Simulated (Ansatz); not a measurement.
Computed with DFT, revPBE, plane waves (420 eV) with PAW, scalar-relativistic in Ansatz 0.2.0. (PAW data from PBE, frozen cores regenerated.)

An element in the fcc structure gives this curve. The cell is scaled uniformly from the relaxed one, with fractional coordinates and shape fixed. Energies are extrapolated to zero smearing, pressures are those at the given smearing. Magnetic state: spin not included.

| V (Å³/atom) | E − E₀ (meV/atom) | P (GPa) |
| --- | --- | --- |
| 28.930 | 39.3 | 3.86 |
| 30.245 | 15.2 | 2.21 |
| 31.560 | 3.1 | 0.94 |
| 32.875 | 0.1 | -0.03 |
| 34.190 | 4.1 | -0.78 |
| 35.505 | 13.6 | -1.36 |
| 36.820 | 27.3 | -1.80 |

Q: Which element is it?
A. lanthanum
B. thallium
C. ytterbium
D. tellurium

A: B. Its fit is V₀ = 32.72 Å³/atom, B₀ = 22 GPa, B₀′ = 5.5.
